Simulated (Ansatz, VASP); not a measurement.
**HfO2 in VASP and in Ansatz**

```
Hf O
1.0
     0.00000    2.54876    2.54876
     2.54876    0.00000    2.54876
     2.54876    2.54876    0.00000
Hf O
1 2
Direct
  0.00000 0.00000 0.00000
  0.75000 0.75000 0.75000
  0.25000 0.25000 0.25000
```

Alike in both runs: task relaxation of cell and atoms; functional PBE; k mesh 8 × 8 × 8; no spin polarisation.

|  | VASP | Ansatz |
| --- | --- | --- |
| version | VASP 6.6.1 | Ansatz 0.2.0 |
| potentials or method | VASP PAW PBE potentials, release 64 (Hf_pv, O) | scalar-relativistic, plane waves, PAW |
| plane-wave cutoff (eV) | 600 | 420 |
| occupations | gaussian, width 0.01 eV | fixed |
| valence electrons in the cell | 22 | 38 |

VASP gave:

| Item | Value |
| --- | --- |
| gap on the k mesh at the Fermi level, each at its own relaxed structure (eV) | 3.80 |
| relaxed volume (Å³/atom) | 10.86 |
| relaxed cell length with the largest relative difference (Å) | 3.585 |
| energy change over the relaxation (meV/atom) | -2 |

Problem. Which values does Ansatz return?

Solution. gap on the k mesh at the Fermi level, each at its own relaxed structure (eV): 3.75; relaxed volume (Å³/atom): 11.04; relaxed cell length with the largest relative difference (Å): 3.605; energy change over the relaxation (meV/atom): 0.

The two sets of potentials don't hold the same shells in valence.

Caveats: spin-orbit coupling is left out, which moves the levels of the heavy elements. A k mesh can miss the band edges.
